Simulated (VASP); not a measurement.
PbS (Galena):

```xyz
2
Lattice="0.0000 2.9657 2.9657 2.9657 0.0000 2.9657 2.9657 2.9657 0.0000" Properties=species:S:1:pos:R:3 pbc="T T T"
Pb    0.0000    0.0000    0.0000
S     2.9657    2.9657    2.9657
```

```yaml
Program: VASP 6.6.1
Task: relaxation of cell and atoms
Functional: r2SCAN
Potentials_or_basis: VASP PAW PBE potentials, release 64 (Pb_d, S)
Cutoff: 600 eV
k_mesh: 8 × 8 × 8
Occupations: gaussian, width 0.05 eV
Spin: no spin polarisation
```

At the start: pressure 1.3 GPa; volume 26.09 Å³/atom.

**Question.** Where does the relaxation end?

**Answer.** Over 3 steps the energy falls by 2.4 meV/atom and the volume is 26.66 Å³/atom (+2.2 %); space group Fm-3m (No. 225, to 0.05 Å).

The path:
```csv
step,energy change (eV),largest force (eV/Å),pressure (GPa),volume (Å³)
1,0.0000,0.0000,1.35,52.17
2,-0.0039,0.0000,-0.54,53.84
3,-0.0048,0.0000,0.00,53.33
```

Final structure:
```
Pb S
1.0
     0.00000    2.98753    2.98753
     2.98753    0.00000    2.98753
     2.98753    2.98753    0.00000
Pb S
1 1
Direct
  0.00000 0.00000 0.00000
  0.50000 0.50000 0.50000
```

Caveat: the PAW data sets were made with another functional, which shifts forces and pressure a little.
